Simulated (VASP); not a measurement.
NaCl:

```
Na Cl
1.0
     4.72108    0.00000    0.00000
    -2.36054    4.08857    0.00000
     0.00000    0.00000    5.56948
Na Cl
2 2
Direct
  0.33333 0.66667 0.93750
  0.66667 0.33333 0.43750
  0.33333 0.66667 0.43750
  0.66667 0.33333 0.93750
```

The cell was built by a generator and needn't be a form met in nature.

Base run:

| Quantity | Value |
| --- | --- |
| Program | VASP 6.6.1 |
| Functional | r2SCAN |
| Potentials or basis | VASP PAW PBE potentials, release 64 (Na_pv, Cl) |
| Cutoff | 520 eV |
| k mesh | 6 × 6 × 4 |
| Occupations | gaussian, width 0.01 eV |
| Spin | no spin polarisation |

Its results: band gap on the k mesh 5.47 eV, direct; pressure -0.2 GPa.

Q: The run is repeated on the same cell with these changes: functional from r2SCAN to PBEsol; further incar settings from ALGO = Normal; EDIFF = 1e-06; NBANDS = 22 to ALGO = Fast; EDIFF = 1e-07; NBANDS = 22. What comes out?

A: Band gap on the k mesh 4.73 eV, direct; pressure 0.0 GPa.

Caveats: the PAW data sets were made with another functional, which shifts forces and pressure a little.

